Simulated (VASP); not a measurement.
# Ge (I4_1/amd) in VASP: further runs

The runs below take Ge through single point, with PBE.

Program: VASP 6.6.1. These are calculated values, not measurements. Logs are shortened: lines on timing, memory, paths and dates and some standing lists are left out, and cuts for length are marked.

## Step 1: The crystal as given

The structure is tetragonal, space group I4_1/amd (No. 141). The conventional cell has a = 5.149 Å, b = 5.149 Å, c = 2.795 Å, α = 90.00°, β = 90.00°, γ = 90.00°. Around Ge (site symmetry -4m2) lie 6 Ge at 2.67 to 2.79 Å.

This isn't the form of Ge at room conditions, which is diamond.

## Step 2: Single point, PBE

INCAR

```
PREC = Accurate
ENCUT = 500
EDIFF = 1E-7
ISMEAR = 0
SIGMA = 0.05
LREAL = F
LASPH = T
NELM = 100
ALGO = Normal
ISIF = 2
LWAVE = F
LCHARG = F
GGA = PE
NBANDS = 21
ADDGRID = F
```

KPOINTS

```
regular mesh
0
Gamma
  8 8 8
```

POSCAR

```
Ge
1.0
   -2.5744897190      2.5744897190      1.3974126432
    2.5744897190     -2.5744897190      1.3974126432
    2.5744897190      2.5744897190     -1.3974126432
Ge
2
Direct
    0.5000000000      0.5000000000      0.0000000000
    0.2500000000      0.7500000000      0.5000000000
```

Potentials or basis: VASP PAW PBE potentials, release 64 (Ge_d).

Run with:

```console
> cat potpaw_PBE.64/Ge_d/POTCAR > POTCAR
> mpirun -np 1 vasp_std > vasp.out
```

OUTCAR:

```text
PREC = Accurate
   ENCUT = 500
   EDIFF = 1E-7
   ISMEAR = 0
   LREAL = F
   LASPH = T
   NELM = 100
   ISIF = 2
   GGA = PE

 Found     59 irreducible k-points:

 Following reciprocal coordinates:
            Coordinates               Weight
  0.000000  0.000000  0.000000      1.000000
  0.125000  0.000000 -0.000000      8.000000
  0.250000  0.000000 -0.000000      8.000000
  0.375000  0.000000  0.000000      8.000000
  0.500000  0.000000 -0.000000      4.000000
  0.125000  0.125000 -0.000000      8.000000
   k-points           NKPTS =     59   k-points in BZ     NKDIM =     59   number of bands    NBANDS=     21
   number of dos      NEDOS =    301   number of ions     NIONS =      2
   total plane-waves  NPLWV =  21952
   dimension x,y,z NGX =    28 NGY =   28 NGZ =   28
   dimension x,y,z NGXF=    56 NGYF=   56 NGZF=   56
   ions per type =               2
   NGX,Y,Z   is equivalent  to a cutoff of  11.94, 11.94, 11.94 a.u.
   NGXF,Y,Z  is equivalent  to a cutoff of  23.87, 23.87, 23.87 a.u.
 SYSTEM =  unknown system
   PREC   = accura    normal or accurate (medium, high low for compatibility)
   ISTART =      0    job   : 0-new  1-cont  2-samecut
   ICHARG =      2    charge: 1-file 2-atom 10-const
   ISPIN  =      1    spin polarized calculation?
   LNONCOLLINEAR =      F non collinear calculations
   LSORBIT =      F    spin-orbit coupling
   LASPH  =      T    aspherical Exc in radial PAW
   ENCUT  =  500.0 eV  36.75 Ry    6.06 a.u.   7.11  7.11  7.11*2*pi/ulx,y,z
   NELM   =    100;   NELMIN=  2; NELMDL= -5     # of ELM steps
   EDIFF  = 0.1E-06   stopping-criterion for ELM
   LREAL  =      F    real-space projection
   EDIFFG = 0.1E-05   stopping-criterion for IOM
   NSW    =      0    number of steps for IOM
   IBRION =     -1    ionic relax: 0-MD 1-quasi-New 2-CG
   NFREE  =      0    steps in history (QN), initial steepest desc. (CG)
   ISIF   =      2    stress and relaxation
   ISYM   =      2    0-nonsym 1-usesym 2-fastsym
   POTIM  = 0.5000    time-step for ionic-motion
   TEBEG  =    0.0;   TEEND  =   0.0 temperature during run
   PSTRESS=    0.0 pullay stress
   NELECT =      28.0000    total number of electrons
   NUPDOWN=      -1.0000    fix difference up-down
   EMIN   =  10.00;   EMAX   =-10.00  energy-range for DOS
   EFERMI =   0.00;   METHOD = LEGACY
   ISMEAR =     0;   SIGMA  =   0.05  broadening in eV -4-tet -1-fermi 0-gaus
   EFERMI_NEDOS =   21; number of points for ismear=-14 and -15
   IALGO  =     38    algorithm
   IMIX   =      4    mixing-type and parameters
     AMIX     =   0.40;   BMIX     =  1.00
     AMIX_MAG =   1.60;   BMIX_MAG =  1.00
  volume/ion in A,a.u.               =      18.52       125.01
  Fermi-wavevector in a.u.,A,eV,Ry     =   1.491209  2.817976 30.255333  2.223704
  Thomas-Fermi vector in A             =   2.603893
   LORBIT       =      0    0 simple, 1 ext, 2 COOP (PROOUT), +10 PAW based schemes
   GGA     = PE    functional components
   LHFCALC =     F    Hartree Fock is set to
   AEXX    =    0.0000 exact exchange contribution
   IVDW    =     0    specifies the selected vdW correction
   LEPSILON=     F    determine dielectric tensor
   LRPA    =     F    only Hartree local field effects (RPA)
 non-spin polarized calculation
 Gauss-broadening in eV      SIGMA  =   0.05
  energy-cutoff  :      500.00
  volume of cell :       37.05
 maximum number of plane-waves:       957
   NGX = 15   NGY = 15   NGZ = 15

 number of electron      28.0000030 magnetization

 Free energy of the ion-electron system (eV)
  ---------------------------------------------------
  ext. energy  EPLUGINS =         0.00000000
  ---------------------------------------------------
  free energy    TOTEN  =        -8.54021015 eV

  energy without entropy =       -8.53930955  energy(sigma->0) =       -8.53975985

 E-fermi :   6.7255     XC(G=0): -11.3205

 val. band max:        6.7033566186   @ k =  -0.2500   0.2500   0.2500
 cond. band min:       6.8430373904   @ k =   0.3750   0.3750   0.1250
 fundamental gap:      0.1396807718
 Fermi energy:         6.7254926215

 k-point     1 :       0.0000    0.0000    0.0000
  band No.  band energies     occupation
      1     -17.9641      2.00000
      2     -17.9141      2.00000
      3     -17.8885      2.00000
      4     -17.8818      2.00000
      5     -17.7782      2.00000
      6     -17.7782      2.00000
[... 13 lines left out ...]
     20      18.3537      0.00000
     21      19.3399      0.00000

 k-point     2 :       0.1250    0.0000   -0.0000
  band No.  band energies     occupation
      1     -17.9578      2.00000
      2     -17.8943      2.00000
      3     -17.8808      2.00000
      4     -17.8585      2.00000
      5     -17.7927      2.00000
      6     -17.7888      2.00000
[... 13 lines left out ...]
     20      17.6891      0.00000
     21      18.1682      0.00000

 k-point     3 :       0.2500    0.0000   -0.0000
  band No.  band energies     occupation
      1     -17.9409      2.00000
      2     -17.8628      2.00000
      3     -17.8578      2.00000
      4     -17.8306      2.00000
      5     -17.8179      2.00000
      6     -17.7886      2.00000
[... 13 lines left out ...]
     20      15.6400      0.00000
     21      17.5778      0.00000

 k-point     4 :       0.3750    0.0000    0.0000
  band No.  band energies     occupation
      1     -17.9247      2.00000
      2     -17.8595      2.00000
      3     -17.8548      2.00000
      4     -17.8425      2.00000
      5     -17.8228      2.00000
      6     -17.8048      2.00000
[... 13 lines left out ...]
     20      15.9791      0.00000
     21      18.9702      0.00000

 k-point     5 :       0.5000    0.0000   -0.0000
  band No.  band energies     occupation
      1     -17.9166      2.00000
      2     -17.8731      2.00000
      3     -17.8665      2.00000
      4     -17.8374      2.00000
      5     -17.8138      2.00000
      6     -17.8118      2.00000
[... 13 lines left out ...]
     20      18.3888      0.00000
     21      19.2629      0.00000

 k-point     6 :       0.1250    0.1250   -0.0000
  band No.  band energies     occupation
      1     -17.9466      2.00000
      2     -17.8672      2.00000
      3     -17.8550      2.00000
      4     -17.8221      2.00000
      5     -17.8103      2.00000
      6     -17.8018      2.00000
[... 13 lines left out ...]
     20      15.8738      0.00000
     21      16.4751      0.00000

 [... further k-points ...]
[... 5 lines left out ...]
  --------------------------------------------------------------------------------------
  -------------------------------------------------------------------------------------
  Total        0.3187354      0.3187354      1.4215553      0.0000000      0.0000000      0.0000000
  in kB       13.7839586     13.7839586     61.4762507      0.0000000      0.0000000      0.0000000
  external PRESSURE =      29.6813893 kB  Pullay stress =       0.0000000 kB

 VOLUME and BASIS-vectors are now :
 -----------------------------------------------------------------------------
  energy-cutoff  :      500.00
  volume of cell :       37.05
      direct lattice vectors                 reciprocal lattice vectors
    -2.574489719  2.574489719  1.397412643     0.000000000  0.194213244  0.357804119
     2.574489719 -2.574489719  1.397412643     0.194213244  0.000000000  0.357804119
     2.574489719  2.574489719 -1.397412643     0.194213244  0.194213244  0.000000000

 POSITION                                       TOTAL-FORCE (eV/Angst)
 -----------------------------------------------------------------------------------
      0.00000      0.00000      1.39741         0.000000     -0.000000     -0.000000
      2.57449      0.00000      0.69871        -0.000000      0.000000      0.000000
 -----------------------------------------------------------------------------------
    total drift:                                0.000000     -0.000000      0.000000

  FREE ENERGIE OF THE ION-ELECTRON SYSTEM (eV)
  ---------------------------------------------------
  free  energy   TOTEN  =        -8.5402101504 eV

  energy  without entropy=       -8.5393095498  energy(sigma->0) =       -8.53975985
```

Wall time 16 s (1 thread of Intel Xeon 6975P-C (Granite Rapids), shared host); peak memory 0.17 GiB.

These settings aren't checked as converged: the numbers below hold their error.

Results:

```
Free energy            : -8.5402 eV
Pressure               : 3.0 GPa
Band gap on the k mesh : none (metal or under the smearing width)
```

## Step 3: Single point, PBE

INCAR is that of step 2.

KPOINTS is that of step 2.

POSCAR

```
Ge
1.0
   -2.5744897190      2.5744897190      1.3974126432
    2.5744897190     -2.5744897190      1.3974126432
    2.5744897190      2.5744897190     -1.3974126432
Ge
2
Direct
    0.5147880000      0.5105290000      0.0041050000
    0.2603220000      0.7562090000      0.5249690000
```

Potentials or basis: VASP PAW PBE potentials, release 64 (Ge_d).

Run with:

```console
> cat potpaw_PBE.64/Ge_d/POTCAR > POTCAR
> mpirun -np 1 vasp_std > vasp.out
```

OUTCAR:

```text
PREC = Accurate
   ENCUT = 500
   EDIFF = 1E-7
   ISMEAR = 0
   LREAL = F
   LASPH = T
   NELM = 100
   ISIF = 2
   GGA = PE

 Found    260 irreducible k-points:

 Following reciprocal coordinates:
            Coordinates               Weight
  0.000000  0.000000  0.000000      1.000000
  0.125000  0.000000 -0.000000      2.000000
  0.125000  0.000000 -0.125000      2.000000
  0.000000  0.125000 -0.125000      2.000000
  0.000000  0.125000 -0.000000      2.000000
  0.250000  0.000000 -0.000000      2.000000
[... 78 lines left out ...]
      3     -17.8910      2.00000
      4     -17.8853      2.00000
      5     -17.7864      2.00000
      6     -17.7785      2.00000
[... 133 lines left out ...]
     20      15.6423      0.00000
     21      17.6568      0.00000

 [... further k-points ...]
[... 5 lines left out ...]
  --------------------------------------------------------------------------------------
  -------------------------------------------------------------------------------------
  Total        0.2086274      0.4400255      1.4687806     -0.0230874     -0.0994273      0.0658537
  in kB        9.0222531     19.0292395     63.5185431     -0.9984314     -4.2998104      2.8478938
  external PRESSURE =      30.5233452 kB  Pullay stress =       0.0000000 kB

 VOLUME and BASIS-vectors are now :
 -----------------------------------------------------------------------------
  energy-cutoff  :      500.00
  volume of cell :       37.05
      direct lattice vectors                 reciprocal lattice vectors
    -2.574489719  2.574489719  1.397412643     0.000000000  0.194213244  0.357804119
     2.574489719 -2.574489719  1.397412643     0.194213244  0.000000000  0.357804119
     2.574489719  2.574489719 -1.397412643     0.194213244  0.194213244  0.000000000

 POSITION                                       TOTAL-FORCE (eV/Angst)
 -----------------------------------------------------------------------------------
     -0.00040      0.02153      1.42705         0.188196      0.228370     -0.026282
      2.62818      0.07487      0.68691        -0.188196     -0.228370      0.026282
 -----------------------------------------------------------------------------------
    total drift:                               -0.000042      0.000222      0.000008

  FREE ENERGIE OF THE ION-ELECTRON SYSTEM (eV)
  ---------------------------------------------------
  free  energy   TOTEN  =        -8.5277528569 eV

  energy  without entropy=       -8.5263789617  energy(sigma->0) =       -8.52706591
```

OSZICAR:

```text
N       E                     dE             d eps       ncg     rms          rms(c)
DAV:   1     0.173137610973E+03    0.17314E+03   -0.13852E+04 12569   0.376E+03
DAV:   2     0.146764469549E+02   -0.15846E+03   -0.15365E+03 10990   0.584E+02
DAV:   3    -0.792397965135E+01   -0.22600E+02   -0.22411E+02 12309   0.131E+02
DAV:   4    -0.853748276178E+01   -0.61350E+00   -0.61310E+00 12298   0.251E+01
DAV:   5    -0.854642872988E+01   -0.89460E-02   -0.89458E-02 12148   0.331E+00    0.213E+00
DAV:   6    -0.853331264144E+01    0.13116E-01   -0.18269E-02 14830   0.229E+00    0.121E+00
DAV:   7    -0.852791874306E+01    0.53939E-02   -0.13436E-02 14715   0.172E+00    0.113E-01
DAV:   8    -0.852775024842E+01    0.16849E-03   -0.20924E-03 14089   0.810E-01    0.399E-02
DAV:   9    -0.852775327464E+01   -0.30262E-05   -0.69204E-05 14244   0.121E-01    0.131E-02
DAV:  10    -0.852775292920E+01    0.34544E-06   -0.38816E-06 13986   0.226E-02    0.226E-03
DAV:  11    -0.852775285689E+01    0.72311E-07   -0.22057E-07 10578   0.428E-03
   1 F= -.85277529E+01 E0= -.85270659E+01  d E =-.137390E-02
```

It took 58 s on 1 thread of Intel Xeon 6975P-C (Granite Rapids), shared host; peak memory 0.27 GiB.

These settings aren't checked as converged: the numbers below hold their error.

Results:

```
Free energy            : -8.5278 eV
Pressure               : 3.1 GPa
Largest force          : 0.297 eV/Å
Band gap on the k mesh : none (metal or under the smearing width)
```

## Step 4: Single point, PBE

INCAR: that of step 3 with these lines changed.

```diff
@@ -1,3 +1,3 @@
 PREC = Accurate
-ENCUT = 500
+ENCUT = 400
 EDIFF = 1E-7
```

KPOINTS

```
regular mesh
0
Gamma
  9 9 9
```

POSCAR

```
Ge
1.0
   -2.5744897190      2.5744897190      1.3974126432
    2.5744897190     -2.5744897190      1.3974126432
    2.5744897190      2.5744897190     -1.3974126432
Ge
2
Direct
    0.5000000000      0.5000000000      0.0000000000
    0.2500000000      0.7500000000      0.5000000000
```

Run with:

```console
> cat potpaw_PBE.64/Ge_d/POTCAR > POTCAR
> mpirun -np 1 vasp_std > vasp.out
```

Run time: 18 s. Hardware: 1 thread of Intel Xeon 6975P-C (Granite Rapids), shared host; peak memory 0.17 GiB.

The run converged, but some of its settings lie outside the range that counts as converged, so its numbers aren't taken as properties of the crystal.

Results:

```
Free energy            : -8.5489 eV
Pressure               : 2.6 GPa
Band gap on the k mesh : none (metal or under the smearing width)
```

## Step 5: For comparison

An earlier run on the cell as given: functional PBE; potentials or basis VASP PAW PBE potentials, release 64 (Ge_d); cutoff 520 eV; k mesh 11 × 11 × 11; occupations fermi-dirac, width 0.05 eV; no spin polarisation.

- Pressure: 3.2 GPa
- Band gap on the k mesh: none (metal or under the smearing width)
